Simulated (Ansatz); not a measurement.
The cell is an ordered 6-atom cell of Sn2Ge on the diamond lattice (P-3m1); cell and atoms were relaxed with r2SCAN. Space group P-3m1 (No. 164), trigonal; a = 4.455 Å, c = 10.932 Å in the conventional setting, 31.31 Å³ an atom. Ge is surrounded by 3 Ge at 2.66 Å and 1 Sn at 2.66 Å; Sn is surrounded by 1 Ge at 2.66 Å and 3 Sn at 2.78 Å; Sn is surrounded by 4 Sn at 2.78–2.82 Å.

```xyz
6
Lattice="4.4546 0.0000 0.0000 -2.2273 3.8578 0.0000 0.0000 0.0000 10.9319" Properties=species:S:1:pos:R:3 pbc="T T T"
Ge    2.2273    1.2859    5.8044
Sn    0.0000    2.5719    2.4667
Sn    0.0000    0.0000    9.5213
Ge    0.0000    2.5719    5.1274
Sn    0.0000    0.0000    1.4106
Sn    2.2273    1.2859    8.4652
```

The questions ask for values computed with the plane-wave code Ansatz on this geometry. No magnetic order and no zero-point or thermal motion; the cell was built from a prototype and may be hypothetical.

Question: Is there a gap with r2SCAN, and of what kind?

Answer: r2SCAN gives no gap: the lowest nominally empty band dips 0.36 eV below the top of the last filled one (its bottom at L, the top at Γ), so the cell is a metal or semimetal at this level.

Question: Estimate the gap with PBE on 6×6×2.

Answer: PBE gives no gap: the lowest nominally empty band dips 0.52 eV below the top of the last filled one (its bottom at L, the top at Γ), so the cell is a metal or semimetal at this level.

Question: Estimate the gap with PBE+SOC on 6×6×2.

Answer: With PBE+SOC the bands overlap by 0.52 eV (counted from 1, band 84 peaks at Γ and band 85 bottoms out at L): no gap. Spin-orbit coupling itself accounts for 0.000 eV.

Question: What do these levels agree on?

Answer: No level opens a gap, but no hybrid is among them, and semilocal functionals can close a real gap.

Only the levels marked +SOC include spin-orbit coupling.
